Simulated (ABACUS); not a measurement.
A run of ABACUS 3.10.1:

Contents of INPUT:

```
INPUT_PARAMETERS
suffix              Ti
calculation         nscf
basis_type          pw
pseudo_dir          ./
symmetry            -1
dft_functional      MGGA_X_TM+MGGA_C_TM
ecutwfc             97.0
pseudo_rcut         10
nspin               1
nbands              16
ks_solver           dav
smearing_method     fd
smearing_sigma      0.00367493
scf_thr             1e-08
scf_nmax            100
mixing_type         broyden
mixing_beta         0.7
mixing_tau          1
init_chg            file
pw_diag_thr         1e-07
out_band            1
kpar                4
```

STRU

```
ATOMIC_SPECIES
Ti 47.8670 Ti_ONCV_PBE-1.2.upf

LATTICE_CONSTANT
1.8897261246

LATTICE_VECTORS
-1.6410000000 1.6410000000 1.6410000000
1.6410000000 -1.6410000000 1.6410000000
1.6410000000 1.6410000000 -1.6410000000

ATOMIC_POSITIONS
Direct

Ti
0.0
1
0.0000000000 0.0000000000 0.0000000000 1 1 1
```

The input KPT:

```
K_POINTS
8
Line
0.00000000 0.00000000 0.00000000 10 // G
0.50000000 -0.50000000 0.50000000 10 // H
0.00000000 0.00000000 0.50000000 10 // N
0.00000000 0.00000000 0.00000000 10 // G
0.25000000 0.25000000 0.25000000 10 // P
0.50000000 -0.50000000 0.50000000 1 // H
0.25000000 0.25000000 0.25000000 10 // P
0.00000000 0.00000000 0.50000000 1 // N
```

Potentials or basis: SG15 ONCV 1.2 PBE, plane waves.

The run is started by

```bash
$ OMP_NUM_THREADS=1 mpirun -np 4 abacus > log
```

Hardware: 4 MPI ranks on AMD EPYC 9R45 96-Core Processor (Zen 5) (shared host).

Problem. How long does it take, and how much memory?

Solution. It took 6 s on 4 MPI ranks on AMD EPYC 9R45 96-Core Processor (Zen 5), on a shared host, peak memory 0.36 GiB a rank. Counts: scf iterations 1, k points 62, bands 16, ranks 4.
